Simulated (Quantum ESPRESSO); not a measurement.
# LiF (Griceite) (Fm-3m) in Quantum ESPRESSO: a series of runs

One crystal, LiF (Griceite), is run at these levels: LDA, PBE, PBEsol; tasks: dielectric tensor.

All numbers are computed with Quantum ESPRESSO 7.5; they aren't measurements. Logs are shortened: lines on timing, memory, paths and dates and some standing lists are left out, and cuts for length are marked.

**Experimental background.**

From a printed reference work, monograph, for a bulk crystal of LiF: high-frequency dielectric constant 1.93.

The runs below are set against these values where they give the same quantity.

### 1 The crystal as given

It takes space group Fm-3m (No. 225, cubic). Conventional cell: a = 4.028 Å, b = 4.028 Å, c = 4.028 Å, α = 90.00°, β = 90.00°, γ = 90.00°. F (site symmetry m-3m) has 6 Li at 2.01 Å as nearest neighbours. Around Li (site symmetry m-3m) lie 6 F at 2.01 Å.

### 2 Dielectric tensor, LDA

Input file pw.in:

```
&CONTROL
  calculation = 'scf'
  prefix = 'pwscf'
  outdir = './tmp'
  pseudo_dir = './pseudo'
  tprnfor = .true.
  tstress = .true.
  disk_io = 'low'
/
&SYSTEM
  ibrav = 0
  A = 2.84822611
  nat = 2
  ntyp = 2
  ecutwfc = 45
  ecutrho = 360
  nbnd = 10
  occupations = 'smearing'
  smearing = 'fd'
  degauss = 0.00367493
/
&ELECTRONS
  conv_thr = 4d-10
  electron_maxstep = 120
  mixing_beta = 0.5
/
ATOMIC_SPECIES
F     18.9984 f_lda_v1.4.uspp.F.UPF
Li     6.9400 li_lda_v1.4.uspp.F.UPF
CELL_PARAMETERS alat
   0.0000000000    0.7071067823    0.7071067823
   0.7071067823    0.0000000000    0.7071067823
   0.7071067823    0.7071067823    0.0000000000
ATOMIC_POSITIONS alat
F      0.7071067823    0.7071067823    0.7071067823
Li     0.0000000000    0.0000000000    0.0000000000
K_POINTS automatic
8 8 8 1 1 1
```

Input file scf2.in:

```
&CONTROL
  calculation = 'scf'
  prefix = 'pwscf'
  outdir = './tmp'
  pseudo_dir = './pseudo'
  tprnfor = .true.
  tstress = .true.
  disk_io = 'low'
/
&SYSTEM
  ibrav = 0
  A = 2.84822611
  nat = 2
  ntyp = 2
  ecutwfc = 45
  ecutrho = 360
  nbnd = 10
  occupations = 'fixed'
/
&ELECTRONS
  conv_thr = 1d-13
  electron_maxstep = 120
  mixing_beta = 0.5
  startingpot = 'file'
  startingwfc = 'file'
/
ATOMIC_SPECIES
F     18.9984 f_lda_v1.4.uspp.F.UPF
Li     6.9400 li_lda_v1.4.uspp.F.UPF
CELL_PARAMETERS alat
   0.0000000000    0.7071067823    0.7071067823
   0.7071067823    0.0000000000    0.7071067823
   0.7071067823    0.7071067823    0.0000000000
ATOMIC_POSITIONS alat
F      0.7071067823    0.7071067823    0.7071067823
Li     0.0000000000    0.0000000000    0.0000000000
K_POINTS automatic
8 8 8 1 1 1
```

Input file ph.in:

```
dielectric of LiF
&INPUTPH
  prefix = 'pwscf'
  outdir = './tmp'
  tr2_ph = 1d-18
  fildyn = 'dyn'
  niter_ph = 90
  alpha_mix(1) = 0.7
  epsil = .true.
  trans = .false.
  zeu = .true.
/
0.0000000000 0.0000000000 0.0000000000
```

Potentials or basis: GBRV 1.5 LDA.

Started as:

```bash
$ OMP_NUM_THREADS=1 pw.x -in pw.in > pw.out
$ OMP_NUM_THREADS=1 pw.x -in scf2.in > scf2.out
$ OMP_NUM_THREADS=1 ph.x -in ph.in > ph.out
```

pw.out:

```text
This program is part of the open-source Quantum ESPRESSO suite
     for quantum simulation of materials; please cite
[... 9 lines left out ...]
     --------------------
     sticks:   dense  smooth     PW     G-vecs:    dense   smooth      PW
     Sum         721     361    121                12675     4573     941

     Using Slab Decomposition

     bravais-lattice index     =            0
     lattice parameter (alat)  =       5.3824  a.u.
     unit-cell volume          =     110.2567 (a.u.)^3
     number of atoms/cell      =            2
     number of atomic types    =            2
     number of electrons       =        10.00
     number of Kohn-Sham states=           10
     kinetic-energy cutoff     =      45.0000  Ry
     charge density cutoff     =     360.0000  Ry
     scf convergence threshold =      4.0E-10
     mixing beta               =       0.5000
     number of iterations used =            8  plain     mixing
     Exchange-correlation=  SLA  PZ   NOGX NOGC
                           (   1   1   0   0   0   0   0)

     celldm(1)=   5.382367  celldm(2)=   0.000000  celldm(3)=   0.000000
     celldm(4)=   0.000000  celldm(5)=   0.000000  celldm(6)=   0.000000

     crystal axes: (cart. coord. in units of alat)
               a(1) = (   0.000000   0.707107   0.707107 )
               a(2) = (   0.707107   0.000000   0.707107 )
               a(3) = (   0.707107   0.707107   0.000000 )

     reciprocal axes: (cart. coord. in units 2 pi/alat)
               b(1) = ( -0.707107  0.707107  0.707107 )
               b(2) = (  0.707107 -0.707107  0.707107 )
               b(3) = (  0.707107  0.707107 -0.707107 )

     PseudoPot. # 1 for F  read from file:
     f_lda_v1.4.uspp.F.UPF
     Pseudo is Ultrasoft, Zval =  7.0
     Generated by new atomic code, or converted to UPF format
     Using radial grid of  799 points,  4 beta functions with:
                l(1) =   0
                l(2) =   0
                l(3) =   1
                l(4) =   1
     Q(r) pseudized with  8 coefficients,  rinner =    0.950   0.950   0.950

     PseudoPot. # 2 for Li read from file:
     li_lda_v1.4.uspp.F.UPF
     Pseudo is Ultrasoft, Zval =  3.0
     Generated by new atomic code, or converted to UPF format
     Using radial grid of  751 points,  5 beta functions with:
                l(1) =   0
                l(2) =   0
                l(3) =   0
                l(4) =   1
                l(5) =   1
     Q(r) pseudized with 10 coefficients,  rinner =    1.150   1.150   1.150

     atomic species   valence    mass     pseudopotential
     F                 7.00    18.99840     F ( 1.00)
     Li                3.00     6.94000     Li( 1.00)

     48 Sym. Ops., with inversion, found

   Cartesian axes

     site n.     atom                  positions (alat units)
         1        F      tau(   1) = (   0.7071068   0.7071068   0.7071068  )
         2        Li     tau(   2) = (   0.0000000   0.0000000   0.0000000  )

     number of k points=    60  Fermi-Dirac smearing, width (Ry)=  0.0037
                       cart. coord. in units 2pi/alat
        k(    1) = (   0.0441942   0.0441942   0.0441942), wk =   0.0078125
        k(    2) = (   0.1325825   0.1325825  -0.0441942), wk =   0.0234375
        k(    3) = (   0.2209709   0.2209709  -0.1325825), wk =   0.0234375
        k(    4) = (   0.3093592   0.3093592  -0.2209709), wk =   0.0234375
        k(    5) = (  -0.3093592  -0.3093592   0.3977476), wk =   0.0234375
        k(    6) = (  -0.2209709  -0.2209709   0.3093592), wk =   0.0234375
[... 52 lines left out ...]
        k(   59) = (   0.3093592   0.3093592   0.3093592), wk =   0.0078125
        k(   60) = (  -0.3093592  -0.3093592   0.9280776), wk =   0.0234375

     Dense  grid:    12675 G-vectors     FFT dimensions: (  36,  36,  36)

     Smooth grid:     4573 G-vectors     FFT dimensions: (  24,  24,  24)

     Initial potential from superposition of free atoms

     starting charge       9.5492, renormalised to      10.0000
     Starting wfcs are    9 randomized atomic wfcs +    1 random wfcs

     Self-consistent Calculation

     iteration #  1     ecut=    45.00 Ry     beta= 0.50
     Davidson diagonalization with overlap
     ethr =  1.00E-02,  avg # of iterations =  5.7

     Threshold (ethr) on eigenvalues was too large:
     Diagonalizing with lowered threshold

     Davidson diagonalization with overlap
     ethr =  3.95E-04,  avg # of iterations =  1.5

     total energy              =     -63.13349691 Ry
     estimated scf accuracy    <       0.04018451 Ry

     iteration #  2     ecut=    45.00 Ry     beta= 0.50
     Davidson diagonalization with overlap
     ethr =  4.02E-04,  avg # of iterations =  2.0

     total energy              =     -63.13753467 Ry
     estimated scf accuracy    <       0.00646167 Ry

     iteration #  3     ecut=    45.00 Ry     beta= 0.50
     Davidson diagonalization with overlap
     ethr =  6.46E-05,  avg # of iterations =  1.3

     total energy              =     -63.13788493 Ry
     estimated scf accuracy    <       0.00110266 Ry

     iteration #  4     ecut=    45.00 Ry     beta= 0.50
     Davidson diagonalization with overlap
     ethr =  1.10E-05,  avg # of iterations =  2.6

     total energy              =     -63.13801556 Ry
     estimated scf accuracy    <       0.00000674 Ry

     iteration #  5     ecut=    45.00 Ry     beta= 0.50
     Davidson diagonalization with overlap
     ethr =  6.74E-08,  avg # of iterations =  3.5

     total energy              =     -63.13802073 Ry
     estimated scf accuracy    <       0.00000272 Ry

     iteration #  6     ecut=    45.00 Ry     beta= 0.50
     Davidson diagonalization with overlap
     ethr =  2.72E-08,  avg # of iterations =  2.0

     total energy              =     -63.13802125 Ry
     estimated scf accuracy    <       0.00000002 Ry

     iteration #  7     ecut=    45.00 Ry     beta= 0.50
     Davidson diagonalization with overlap
     ethr =  1.58E-10,  avg # of iterations =  2.4

     total energy              =     -63.13802126 Ry
     estimated scf accuracy    <          2.9E-09 Ry

     iteration #  8     ecut=    45.00 Ry     beta= 0.50
     Davidson diagonalization with overlap
     ethr =  2.90E-11,  avg # of iterations =  2.0

     End of self-consistent calculation

          k = 0.0442 0.0442 0.0442 (   540 PWs)   bands (ev):

   -39.2361 -19.1083   0.3397   0.4502   0.4502   9.3896  22.3957  23.2505
    23.2506  24.9728

          k = 0.1326 0.1326-0.0442 (   559 PWs)   bands (ev):

   -39.2231 -19.0293  -0.1659   0.2980   0.4504   9.9315  19.9034  21.4794
    22.1058  25.2657

          k = 0.2210 0.2210-0.1326 (   565 PWs)   bands (ev):

   -39.1981 -18.8695  -1.1078   0.1675   0.3749  10.7076  17.5941  20.1822
    20.2961  27.2424

          k = 0.3094 0.3094-0.2210 (   573 PWs)   bands (ev):

   -39.1756 -18.7178  -1.8725   0.0993   0.2704  11.0060  16.7696  19.1958
    19.2385  29.0810

          k =-0.3094-0.3094 0.3977 (   568 PWs)   bands (ev):

   -39.1689 -18.6705  -2.0923   0.1234   0.1959  11.0107  16.7018  18.9431
    18.9518  29.8030

          k =-0.2210-0.2210 0.3094 (   567 PWs)   bands (ev):

   -39.1818 -18.7602  -1.6708   0.1926   0.2234  10.9762  16.9340  19.4433
    19.5031  27.5076

          k =-0.1326-0.1326 0.2210 (   562 PWs)   bands (ev):

   -39.2069 -18.9262  -0.7912   0.2645   0.3419  10.4931  18.2478  20.6966
    20.7267  25.2985

          k =-0.0442-0.0442 0.1326 (   553 PWs)   bands (ev):

   -39.2293 -19.0673   0.1060   0.3721   0.4079   9.6908  21.1234  22.1335
    22.5316  23.6459

          k = 0.2210 0.0442 0.0442 (   562 PWs)   bands (ev):

   -39.2171 -18.9867  -0.2698   0.2287   0.2594  10.2729  19.9252  21.2916
    21.3285  22.4038
[... 61 lines left out ...]
          k = 0.5745 0.0442 0.0442 (   562 PWs)   bands (ev):

   -39.1586 -18.4740  -2.3391  -0.5295  -0.4695  14.1070  16.6416  18.0767
    20.1877  20.5869

          k =-0.0442-0.5745 0.6629 (   565 PWs)   bands (ev):

   -39.1523 -18.4143  -2.4547  -0.7834  -0.4806  14.7749  15.8988  17.7491
    19.9416  21.6874

          k = 0.0442-0.4861 0.5745 (   560 PWs)   bands (ev):

   -39.1528 -18.4472  -2.0914  -1.1622  -0.2988  14.3894  15.1462  18.4224
    19.5773  23.9389

          k = 0.1326-0.3977 0.4861 (   562 PWs)   bands (ev):

   -39.1598 -18.5514  -1.9026  -0.8923  -0.0201  12.6687  15.6948  19.0427
    19.2608  27.0567

          k = 0.2210-0.3094 0.3977 (   568 PWs)   bands (ev):

   -39.1692 -18.6627  -1.9887  -0.0916   0.1732  11.3343  16.4930  19.0567
    19.1442  28.5132

          k =-0.6629 0.0442 0.0442 (   564 PWs)   bands (ev):

   -39.1527 -18.4061  -2.5857  -0.6091  -0.5424  14.7789  16.3734  17.6800
    20.1768  20.5387

          k =-0.5745 0.1326-0.0442 (   564 PWs)   bands (ev):

   -39.1578 -18.4776  -2.2406  -0.6930  -0.4013  14.0541  16.1530  18.1501
    19.9581  21.7972

          k =-0.4861 0.2210-0.1326 (   560 PWs)   bands (ev):

   -39.1647 -18.5839  -1.8759  -0.6368  -0.1049  12.6550  16.0385  18.9138
    19.5619  24.6547

          k =-0.4861 0.0442 0.0442 (   564 PWs)   bands (ev):

   -39.1698 -18.5921  -1.8950  -0.3796  -0.3337  13.1278  17.1551  18.6420
    20.2436  20.7187

          k =-0.3977 0.1326-0.0442 (   561 PWs)   bands (ev):

   -39.1819 -18.7194  -1.4047  -0.3029  -0.0388  12.0537  17.1411  19.3343
    20.1643  22.4935

          k =-0.3094 0.0442 0.0442 (   570 PWs)   bands (ev):

   -39.2014 -18.8716  -0.7682   0.0436   0.0480  11.0915  18.8377  20.2240
    20.7305  21.5310

          k = 0.1326 0.1326 0.1326 (   564 PWs)   bands (ev):

   -39.2174 -18.9946  -0.4434   0.3851   0.3851  10.1085  19.1019  21.3876
    21.3876  26.2484

          k = 0.2210 0.2210 0.0442 (   564 PWs)   bands (ev):

   -39.2020 -18.8914  -0.8368  -0.0401   0.4164  10.7470  17.8011  20.3154
    20.6774  26.3250

          k = 0.3094 0.3094-0.0442 (   562 PWs)   bands (ev):

   -39.1801 -18.7301  -1.3626  -0.5448   0.3038  11.6462  16.3567  19.6933
    19.7043  28.1391

          k =-0.3094-0.3094 0.5745 (   561 PWs)   bands (ev):

   -39.1644 -18.6040  -1.8697  -0.6689   0.1180  12.1193  15.9025  19.1954
    19.2511  28.2620

          k =-0.2210-0.2210 0.4861 (   563 PWs)   bands (ev):

   -39.1641 -18.5951  -1.9590  -0.4945  -0.0319  12.2161  16.0936  19.0196
    19.3320  25.8915

          k =-0.1326-0.1326 0.3977 (   564 PWs)   bands (ev):

   -39.1795 -18.7094  -1.5241  -0.1922  -0.0624  11.9322  16.8485  19.3109
    19.9537  23.5183

          k = 0.3094 0.1326 0.1326 (   561 PWs)   bands (ev):

   -39.1935 -18.8279  -1.1573   0.1072   0.1315  11.1087  17.4930  19.9510
    20.2185  24.2999

          k = 0.3977 0.2210 0.0442 (   564 PWs)   bands (ev):
[... 74 lines left out ...]
          k = 0.3977 0.2210 0.2210 (   564 PWs)   bands (ev):

   -39.1724 -18.6795  -1.8592  -0.0660   0.0770  11.4841  16.5328  19.1656
    19.3432  26.6611

          k =-0.2210-0.3977 0.8397 (   557 PWs)   bands (ev):

   -39.1621 -18.5725  -1.8776  -0.7830  -0.0136  12.5444  15.8349  18.9795
    19.3349  26.9002

          k =-0.1326-0.3094 0.7513 (   560 PWs)   bands (ev):

   -39.1536 -18.4663  -1.7903  -1.4288  -0.2287  14.0971  15.1789  18.4300
    19.3665  26.1831

          k =-0.8397 0.2210 0.2210 (   561 PWs)   bands (ev):

   -39.1580 -18.5237  -1.9592  -0.9423  -0.1164  13.0444  15.6184  18.9414
    19.3992  25.2920

          k = 0.3094 0.3094 0.3094 (   571 PWs)   bands (ev):

   -39.1722 -18.6992  -2.0336   0.2370   0.2370  10.8453  16.8515  18.9946
    18.9946  30.0268

          k =-0.3094-0.3094 0.9281 (   567 PWs)   bands (ev):

   -39.1662 -18.6359  -2.0396  -0.2133   0.1534  11.4862  16.3522  19.0336
    19.0833  28.9726

     the Fermi energy is     4.1782 ev

!    total energy              =     -63.13802126 Ry
     estimated scf accuracy    <          2.3E-11 Ry
     smearing contrib. (-TS)   =       0.00000000 Ry
     internal energy E=F+TS    =     -63.13802126 Ry

     The total energy is F=E-TS. E is the sum of the following terms:
     one-electron contribution =     -26.95281076 Ry
     hartree contribution      =      17.26761802 Ry
     xc contribution           =     -12.50455185 Ry
     ewald contribution        =     -40.94827666 Ry

     convergence has been achieved in   8 iterations

     Forces acting on atoms (cartesian axes, Ry/au):

     atom    1 type  1   force =     0.00000000    0.00000000    0.00000000
     atom    2 type  2   force =     0.00000000    0.00000000   -0.00000000

     Total force =     0.000000     Total SCF correction =     0.000000

     Computing stress (Cartesian axis) and pressure

          total   stress  (Ry/bohr**3)                   (kbar)     P=      -63.30
  -0.00043032  -0.00000000  -0.00000000          -63.30       -0.00       -0.00
  -0.00000000  -0.00043032  -0.00000000           -0.00      -63.30       -0.00
  -0.00000000  -0.00000000  -0.00043032           -0.00       -0.00      -63.30

=------------------------------------------------------------------------------=
   JOB DONE.
=------------------------------------------------------------------------------=
```

It took 39 s on 1 thread of Intel Xeon Platinum 8259CL at 2.50GHz (Skylake/Cascade Lake), shared host; peak memory 0.05 GiB.

What came out:

```
Free energy                             : -859.0365 eV
Pressure                                : -6.3 GPa
Electronic dielectric tensor (diagonal) : 2.09
Born charges (mean of the diagonal)     : F -1.05; Li +1.04 e
```

Electronic dielectric tensor:
```
2.09 0.00 0.00
0.00 2.09 0.00
0.00 0.00 2.09
```

Born effective charge tensors (e):
atom 1, F
```
-1.05  0.00  0.00
 0.00 -1.05  0.00
 0.00  0.00 -1.05
```
atom 2, Li
```
1.04 0.00 0.00
0.00 1.04 0.00
0.00 0.00 1.04
```

Caveat: the cell is more than 3 GPa from zero pressure, which shifts response properties.

(Part 1 of 2 ends here.)
